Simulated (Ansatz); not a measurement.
**TaSi2 under pressure: fit and missing row**

TaSi2, P6_422, a = 4.761 Å, c = 6.556 Å. The structure is a COD entry; whether it is the stable form wasn't checked. Ansatz: PBEsol, PAW, 420 eV, Γ-centred 12×12×6 mesh on 9 atoms, Gaussian smearing 0.10 eV; no spin polarisation. Cell and atoms are relaxed at each pressure, and no other structure is tried, so the rows at high pressure may lie past a change of phase.

```
V (Å³/atom) P (GPa)
     13.129    20.02
     13.651    10.00
     13.956     5.00
          ?     2.00
     14.300    -0.01
     14.451    -2.02
```

Take V0 = 14.300 Å³/atom, count pressures from its P0 = -0.01 GPa, fit the third-order Birch–Murnaghan form to the other rows, and predict the missing volume.

With the Eulerian strain f = ½[(V0/V)^(2/3) − 1] and y = (P − P0)/[3f(1 + 2f)^(5/2)], the form is the line y = B0 + 1.5 B0 (B0′ − 4) f. Rows (f, y): 0.02931, 197.6; 0.01572, 196.4; 0.00818, 196.0; -0.00349, 195.4. Means f = 0.01243, y = 196.35; Σ(Δf)² = 0.0005673, ΣΔfΔy = 0.03788; the slope is their ratio. y = 195.5 + 66.77 f GPa, so B0 = 195.5 GPa and B0′ = 4 + 2 × (66.77)/(3 × 195.5) = 4.23. P = 2.00 GPa is met at f = 0.00337 (y = 195.73), so V = V0 (1 + 2f)^(−3/2) = 14.157 Å³/atom. The run gave 14.157 Å³/atom, the same to the digits shown.

Spin–orbit coupling is left out, which can shift energies with elements as heavy as these.